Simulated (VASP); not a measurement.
# YN (Fm-3m) in VASP: a series of runs

One crystal, YN, is run at these levels: PBE+D3(BJ); tasks: relaxation of cell and atoms, electrostatic potential.

Program: VASP 6.6.1. These are calculated values, not measurements. Logs are shortened: lines on timing, memory, paths and dates and some standing lists are left out, and cuts for length are marked.

**1. The crystal as given**

The structure is cubic, space group Fm-3m (No. 225). Conventional cell: a = 4.880 Å, b = 4.880 Å, c = 4.880 Å, α = 90.00°, β = 90.00°, γ = 90.00°. Around Y (site symmetry m-3m) lie 6 N at 2.44 Å. N (site symmetry m-3m) has 6 Y at 2.44 Å as nearest neighbours.

The cell was built by a generator and needn't be a form met in nature.

**2. Relaxation of cell and atoms, PBE+D3(BJ)**

File INCAR:

```
SYSTEM = YN
PREC = Accurate ; ENCUT = 600
EDIFF = 1E-7 ; ISMEAR = 0
SIGMA = 0.02 ; LREAL = .False.
LASPH = .True. ; NELM = 120
ALGO = Normal ; ISIF = 3
LWAVE = .False. ; LCHARG = .False.
GGA = PE ; IVDW = 12
IBRION = 2 ; NSW = 60
EDIFFG = -0.005
```

File KPOINTS:

```
regular mesh
0
Gamma
  10 10 10
  0 0 0
```

File POSCAR:

```
YN
1.0
    0.0000000000      2.4400000000      2.4400000000
    2.4400000000      0.0000000000      2.4400000000
    2.4400000000      2.4400000000      0.0000000000
Y N
1 1
Direct
    0.0000000000      0.0000000000      0.0000000000
    0.5000000000      0.5000000000      0.5000000000
```

Potentials or basis: VASP PAW PBE potentials, release 64 (Y_sv, N).

The run is started by

```sh
> cat potpaw_PBE.64/Y_sv/POTCAR potpaw_PBE.64/N/POTCAR > POTCAR
> mpirun -np 1 vasp_std > vasp.out
```

OUTCAR:

```text
SYSTEM = YN
   PREC = Accurate
   ENCUT = 600
   EDIFF = 1E-7
   ISMEAR = 0
   LREAL = .False.
   LASPH = .True.
   NELM = 120
   ISIF = 3
   GGA = PE
   IVDW = 12
   IBRION = 2
   NSW = 60
   EDIFFG = -0.005
 IVDW          = 12

 ion  position               nearest neighbor table
   1  0.000  0.000  0.000-   2 2.44   2 2.44   2 2.44   2 2.44   2 2.44   2 2.44
   2  0.500  0.500  0.500-   1 2.44   1 2.44   1 2.44   1 2.44   1 2.44   1 2.44

  LATTYP: Found a face centered cubic cell.
 ALAT       =     4.8800000000

  Lattice vectors:

 A1 = (   0.0000000000,   2.4400000000,   2.4400000000)
 A2 = (   2.4400000000,   0.0000000000,   2.4400000000)
 A3 = (   2.4400000000,   2.4400000000,   0.0000000000)

Analysis of symmetry for initial positions (statically):
=====================================================================
 Subroutine PRICEL returns:
 Original cell was already a primitive cell.

 Routine SETGRP: Setting up the symmetry group for a
 face centered cubic supercell.

 Subroutine GETGRP returns: Found 48 space group operations
 (whereof 48 operations were pure point group operations)
 out of a pool of 48 trial point group operations.

The static configuration has the point symmetry O_h .

Analysis of symmetry for dynamics (positions and initial velocities):
=====================================================================
 Subroutine PRICEL returns:
 Original cell was already a primitive cell.

 Routine SETGRP: Setting up the symmetry group for a
 face centered cubic supercell.

 Subroutine GETGRP returns: Found 48 space group operations
 (whereof 48 operations were pure point group operations)
 out of a pool of 48 trial point group operations.

The dynamic configuration has the point symmetry O_h .

 Subroutine INISYM returns: Found 48 space group operations
 (whereof 48 operations are pure point group operations),
 and found     1 'primitive' translations

----------------------------------------------------------------------------------------

                                     Primitive cell

  volume of cell :      29.0536

  direct lattice vectors                    reciprocal lattice vectors
     0.000000000  2.440000000  2.440000000    -0.204918033  0.204918033  0.204918033
     2.440000000  0.000000000  2.440000000     0.204918033 -0.204918033  0.204918033
     2.440000000  2.440000000  0.000000000     0.204918033  0.204918033 -0.204918033

  length of vectors
     3.450681092  3.450681092  3.450681092     0.354928444  0.354928444  0.354928444

  position of ions in fractional coordinates (direct lattice)
     0.000000000  0.000000000  0.000000000
     0.500000000  0.500000000  0.500000000

  ion indices of the primitive-cell ions
   primitive index   ion index
                 1           1
                 2           2

----------------------------------------------------------------------------------------

 KPOINTS: regular mesh

Automatic generation of k-mesh.
 Grid dimensions read from file:
 generate k-points for:   10   10   10

 Generating k-lattice:

  Cartesian coordinates                     Fractional coordinates (reciprocal lattice)
    -0.020491803  0.020491803  0.020491803     0.100000000  0.000000000  0.000000000
     0.020491803 -0.020491803  0.020491803     0.000000000  0.100000000  0.000000000
     0.020491803  0.020491803 -0.020491803     0.000000000  0.000000000  0.100000000

  Length of vectors
     0.035492844  0.035492844  0.035492844

  Shift w.r.t. Gamma in fractional coordinates (k-lattice)
     0.000000000  0.000000000  0.000000000

 Subroutine IBZKPT returns following result:
 ===========================================

 Found     47 irreducible k-points:

 Following reciprocal coordinates:
            Coordinates               Weight
  0.000000  0.000000  0.000000      1.000000
  0.100000  0.000000  0.000000      8.000000
  0.200000  0.000000  0.000000      8.000000
  0.300000  0.000000  0.000000      8.000000
  0.400000  0.000000  0.000000      8.000000
  0.500000  0.000000  0.000000      4.000000
[... 16 lines left out ...]
  0.300000  0.300000  0.000000      6.000000
  0.400000  0.300000  0.000000     24.000000
 [... further k-points ...]
   k-points           NKPTS =     47   k-points in BZ     NKDIM =     47   number of bands    NBANDS=     12
   number of dos      NEDOS =    301   number of ions     NIONS =      2
   total plane-waves  NPLWV =  21952
   dimension x,y,z NGX =    28 NGY =   28 NGZ =   28
   dimension x,y,z NGXF=    56 NGYF=   56 NGZF=   56
   ions per type =               1   1
   NGX,Y,Z   is equivalent  to a cutoff of  13.49, 13.49, 13.49 a.u.
   NGXF,Y,Z  is equivalent  to a cutoff of  26.98, 26.98, 26.98 a.u.
 SYSTEM =  YN
   PREC   = accura    normal or accurate (medium, high low for compatibility)
   ISTART =      0    job   : 0-new  1-cont  2-samecut
   ICHARG =      2    charge: 1-file 2-atom 10-const
   ISPIN  =      1    spin polarized calculation?
   LNONCOLLINEAR =      F non collinear calculations
   LSORBIT =      F    spin-orbit coupling
   LASPH  =      T    aspherical Exc in radial PAW
   ENCUT  =  600.0 eV  44.10 Ry    6.64 a.u.   6.89  6.89  6.89*2*pi/ulx,y,z
   NELM   =    120;   NELMIN=  2; NELMDL= -5     # of ELM steps
   EDIFF  = 0.1E-06   stopping-criterion for ELM
   LREAL  =      F    real-space projection
   EDIFFG = -.5E-02   stopping-criterion for IOM
   NSW    =     60    number of steps for IOM
   IBRION =      2    ionic relax: 0-MD 1-quasi-New 2-CG
   NFREE  =      1    steps in history (QN), initial steepest desc. (CG)
   ISIF   =      3    stress and relaxation
   ISYM   =      2    0-nonsym 1-usesym 2-fastsym
   POTIM  = 0.5000    time-step for ionic-motion
   TEBEG  =    0.0;   TEEND  =   0.0 temperature during run
   PSTRESS=    0.0 pullay stress
   NELECT =      16.0000    total number of electrons
   NUPDOWN=      -1.0000    fix difference up-down
   EMIN   =  10.00;   EMAX   =-10.00  energy-range for DOS
   EFERMI =   0.00;   METHOD = LEGACY
   ISMEAR =     0;   SIGMA  =   0.02  broadening in eV -4-tet -1-fermi 0-gaus
   EFERMI_NEDOS =   21; number of points for ismear=-14 and -15
   IALGO  =     38    algorithm
   IMIX   =      4    mixing-type and parameters
     AMIX     =   0.40;   BMIX     =  1.00
     AMIX_MAG =   1.60;   BMIX_MAG =  1.00
  volume/ion in A,a.u.               =      14.53        98.03
  Fermi-wavevector in a.u.,A,eV,Ry     =   1.341884  2.535793 24.499370  1.800653
  Thomas-Fermi vector in A             =   2.470082
   LORBIT       =      0    0 simple, 1 ext, 2 COOP (PROOUT), +10 PAW based schemes
   GGA     = PE    functional components
   LHFCALC =     F    Hartree Fock is set to
   AEXX    =    0.0000 exact exchange contribution
   IVDW    =    12    specifies the selected vdW correction
   LEPSILON=     F    determine dielectric tensor
   LRPA    =     F    only Hartree local field effects (RPA)
 conjugate gradient relaxation of ions
 non-spin polarized calculation
 Gauss-broadening in eV      SIGMA  =   0.02
  energy-cutoff  :      600.00
  volume of cell :       29.05
 maximum number of plane-waves:       982
   NGX = 13   NGY = 13   NGZ = 13

--------------------------------------- Ionic step        1  -------------------------------------------

 number of electron      16.0000002 magnetization

 Free energy of the ion-electron system (eV)
  ---------------------------------------------------
  ext. energy  EPLUGINS =         0.00000000
  ---------------------------------------------------
  free energy    TOTEN  =       -18.22685173 eV

  energy without entropy =      -18.22685173  energy(sigma->0) =      -18.22685173

------------------------ aborting loop because EDIFF is reached ----------------------------------------

 Edisp (eV)   -0.65069

 E8    (eV) :    -0.3027

  FORCE on cell =-STRESS in cart. coord.  units (eV):
  Direction    XX          YY          ZZ          XY          YZ          ZX
  --------------------------------------------------------------------------------------
  -------------------------------------------------------------------------------------
  Total      -0.25073    -0.25073    -0.25073    -0.00000     0.00000    -0.00000
  in kB     -13.82672   -13.82672   -13.82672    -0.00000     0.00000    -0.00000
  external pressure =      -13.83 kB  Pullay stress =        0.00 kB

 VOLUME and BASIS-vectors are now :
 -----------------------------------------------------------------------------
  energy-cutoff  :      600.00
  volume of cell :       29.05
      direct lattice vectors                 reciprocal lattice vectors
     0.000000000  2.440000000  2.440000000    -0.204918033  0.204918033  0.204918033
     2.440000000  0.000000000  2.440000000     0.204918033 -0.204918033  0.204918033
     2.440000000  2.440000000  0.000000000     0.204918033  0.204918033 -0.204918033
[... 41 lines left out ...]
 POSITION                                       TOTAL-FORCE (eV/Angst)
 -----------------------------------------------------------------------------------
      0.00000      0.00000      0.00000        -0.000000      0.000000      0.000000
      2.42524      2.42524      2.42524         0.000000      0.000000     -0.000000
 -----------------------------------------------------------------------------------
    total drift:                                0.000000      0.000000      0.000000

  FREE ENERGIE OF THE ION-ELECTRON SYSTEM (eV)
  ---------------------------------------------------
  free  energy   TOTEN  =       -18.8771688312 eV

  energy  without entropy=      -18.8771688311  energy(sigma->0) =      -18.87716883

--------------------------------------- Ionic step        3  -------------------------------------------

 number of electron      16.0000002 magnetization

 Free energy of the ion-electron system (eV)
  ---------------------------------------------------
  ext. energy  EPLUGINS =         0.00000000
  ---------------------------------------------------
  free energy    TOTEN  =       -18.22215634 eV

  energy without entropy =      -18.22215634  energy(sigma->0) =      -18.22215634

 E-fermi :   4.3230     XC(G=0): -11.3140

 val. band max:        4.2374619327   @ k =   0.0000   0.0000   0.0000
 cond. band min:       4.4016207770   @ k =   0.5000   0.5000   0.0000
 fundamental gap:      0.1641588443
 Fermi energy:         4.3230119474

 k-point     1 :       0.0000    0.0000    0.0000
  band No.  band energies     occupation
      1     -36.5340      2.00000
      2     -16.1652      2.00000
      3     -16.1652      2.00000
      4     -16.1652      2.00000
      5      -8.7131      2.00000
      6       4.2375      2.00000
      7       4.2375      2.00000
      8       4.2375      2.00000
      9       7.3998      0.00000
     10       7.3998      0.00000
     11       7.3998      0.00000
     12       8.5195      0.00000

 k-point     2 :       0.1000    0.0000    0.0000
  band No.  band energies     occupation
      1     -36.5220      2.00000
      2     -16.2963      2.00000
      3     -16.1737      2.00000
      4     -16.1737      2.00000
      5      -8.5317      2.00000
      6       3.6101      2.00000
      7       3.8915      2.00000
      8       3.8915      2.00000
      9       7.4787      0.00000
     10       7.6490      0.00000
     11       7.6490      0.00000
     12       9.0968      0.00000
[... 316 lines left out ...]
 k-point    24 :       0.4000    0.3000    0.0000
  band No.  band energies     occupation
      1     -36.3995      2.00000
      2     -16.9547      2.00000
      3     -16.4593      2.00000
      4     -16.4241      2.00000
      5      -7.9358      2.00000
      6       1.8421      2.00000
      7       3.2762      2.00000
      8       3.5453      2.00000
      9       5.3756      0.00000
     10      11.0025      0.00000
     11      11.1225      0.00000
     12      11.5107      0.00000

 [... further k-points ...]

------------------------ aborting loop because EDIFF is reached ----------------------------------------

 Edisp (eV)   -0.65645

 E8    (eV) :    -0.3054

  FORCE on cell =-STRESS in cart. coord.  units (eV):
  Direction    XX          YY          ZZ          XY          YZ          ZX
  --------------------------------------------------------------------------------------
  -------------------------------------------------------------------------------------
  Total       0.00053     0.00053     0.00053     0.00000    -0.00000     0.00000
  in kB       0.02925     0.02925     0.02925     0.00000    -0.00000     0.00000
  external pressure =        0.03 kB  Pullay stress =        0.00 kB

 VOLUME and BASIS-vectors are now :
 -----------------------------------------------------------------------------
  energy-cutoff  :      600.00
  volume of cell :       28.81
      direct lattice vectors                 reciprocal lattice vectors
     0.000000000  2.433146285  2.433146285    -0.205495248  0.205495248  0.205495248
     2.433146285 -0.000000000  2.433146285     0.205495248 -0.205495248  0.205495248
     2.433146285  2.433146285  0.000000000     0.205495248  0.205495248 -0.205495248

 POSITION                                       TOTAL-FORCE (eV/Angst)
 -----------------------------------------------------------------------------------
      0.00000      0.00000      0.00000        -0.000000     -0.000000     -0.000000
      2.43315      2.43315      2.43315         0.000000      0.000000      0.000000
 -----------------------------------------------------------------------------------
    total drift:                                0.000000      0.000000      0.000000

  FREE ENERGIE OF THE ION-ELECTRON SYSTEM (eV)
  ---------------------------------------------------
  free  energy   TOTEN  =       -18.8786073685 eV

  energy  without entropy=      -18.8786073685  energy(sigma->0) =      -18.87860737

 reached required accuracy - stopping structural energy minimisation
```

Run time: 29 s. Hardware: 1 thread of Intel Xeon 6975P-C (Granite Rapids), shared host; peak memory 0.2 GiB.

Results:

- Free energy: -18.8786 eV
- Relaxed volume: 14.40 Å³/atom
- Relaxed cell: a = 3.441 Å, b = 3.441 Å, c = 3.441 Å, α = 60.00°, β = 60.00°, γ = 60.00°
- Space group after relaxing (to 0.05 Å): Fm-3m (No. 225)
- Energy gained by relaxing: 0.5 meV/atom
- Ionic steps: 3
- Pressure after relaxing: 0.0 GPa
- Band gap on the k mesh: 0.16 eV, indirect (least direct gap 0.54 eV)
- Dispersion energy per atom: -0.328 eV

Step by step:
| step | energy change (eV) | largest force (eV/Å) | pressure (GPa) | volume (Å³) |
| --- | --- | --- | --- | --- |
| 1 | 0.0000 | 0.0000 | -1.38 | 29.05 |
| 2 | 0.0004 | 0.0000 | 1.67 | 28.53 |
| 3 | -0.0011 | 0.0000 | 0.00 | 28.81 |

Final structure:
```
CELL_PARAMETERS angstrom
0.00000 2.43315 2.43315
2.43315 0.00000 2.43315
2.43315 2.43315 0.00000
ATOMIC_POSITIONS crystal
Y 0.00000 0.00000 0.00000
N 0.50000 0.50000 0.50000
```

Levels at points of the mesh, in eV from the valence-band top:
```
           k point  band 6  band 7  band 8  band 9  band 10  band 11
(0.00, 0.00, 0.00)    0.00    0.00    0.00    3.16     3.16     3.16
(0.50, 0.00, 0.00)   -4.12   -2.28   -2.28    5.77     6.46     6.46
(0.50, 0.50, 0.00)   -1.47   -0.38   -0.38    0.16     6.94     7.37
```

**3. Electrostatic potential, PBE+D3(BJ)**

This run uses another cell than the first one, of 14.40 Å³/atom, 0.992 times its volume.

File INCAR:

```
SYSTEM = YN
ALGO = Normal
EDIFF = 1E-7
ENCUT = 520
GGA = PE
ISIF = 2
ISMEAR = 0
IVDW = 12
LASPH = .TRUE.
LCHARG = .TRUE.
LREAL = .FALSE.
LVHAR = .TRUE.
LWAVE = .FALSE.
NELM = 100
PREC = Accurate
SIGMA = 0.02
```

File KPOINTS:

```
k-points
0
G
  10 10 10
  0 0 0
```

File POSCAR:

```
YN                                      
1.0
    0.0000000000      2.4331462848      2.4331462848
    2.4331462848     -0.0000000000      2.4331462848
    2.4331462848      2.4331462848      0.0000000000
  Y               N             
     1     1
Direct
     0.0000000000000000    0.0000000000000000    0.0000000000000000
     0.5000000000000000    0.5000000000000000    0.5000000000000000
```

Potentials or basis: VASP PAW PBE potentials, release 64 (Y_sv, N).

The run is started by

```sh
> cat potpaw_PBE.64/Y_sv/POTCAR potpaw_PBE.64/N/POTCAR > POTCAR
> mpirun -np 1 vasp_std > vasp.out
```

Wall time 12 s (1 thread of Intel Xeon 6975P-C (Granite Rapids), shared host); peak memory 0.19 GiB.

Results (log left out):

* Free energy: -18.8767 eV
* Pressure: 0.1 GPa
* Band gap on the k mesh: 0.16 eV, indirect (least direct gap 0.54 eV)
* Dispersion energy per atom: -0.328 eV

Levels at points of the mesh, in eV from the valence-band top:
```csv
k point,band 6,band 7,band 8,band 9,band 10,band 11
"(0.00, 0.00, 0.00)",0.00,0.00,0.00,3.16,3.16,3.16
"(0.50, 0.00, 0.00)",-4.12,-2.28,-2.28,5.77,6.46,6.46
"(0.50, 0.50, 0.00)",-1.47,-0.38,-0.38,0.16,6.94,7.37
```
